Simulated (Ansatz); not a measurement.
Input and command of a plane-wave DFT calculation in Ansatz:

```yaml
crystal:
  lattice:
    - [3.1939657107, 0.0, 0.0]
    - [-1.5969828554, 2.7660554443, 0.0]
    - [0.0, 0.0, 3.1548261639]
  atoms:
    - { symbol: Mo, position: [0.0, 0.0, 0.0] }
    - { symbol: P, position: [0.3333333333, 0.6666666667, 0.5] }
basis:
  ecutwfc: 420
kpoints:
  mp_grid: { grid: [18, 18, 14] }
hamiltonian:
  xc: lda
scf:
  occupations: { method: fermi_dirac, width: 0.15 }
output:
  forces: true
  stress: true
  eigenvalues: true
  write_density: true
  write_potential: true
  elf: true
  volumetric_format: npy
relax:
  adjacent_minimum: "off"
  f_tol: 0.001
  max_steps: 60
  cell: { stress_tol: 0.02, p_target: 2.0 }
```

```bash
ansatz run input.yaml --threads 1 --pin off --max-ram 3072MiB --backend cpu --events-out ev --progress --plain --runs-dir out
```

Processor: Intel(R) Xeon(R) Platinum 8559C (Emerald Rapids), 1 thread, on a host shared with other jobs.

Problem. Estimate time, memory and problem size.

Solution. About 30 s on 1 thread of Intel(R) Xeon(R) Platinum 8559C (Emerald Rapids) (shared host), peak memory 0.5 GiB. It solves 14 bands at 296 k points (the mesh reduced by the symmetry that the task leaves, which can be less than the crystal's) with about 539 plane waves (on the last cell), in 33 SCF iterations over 5 ionic steps.
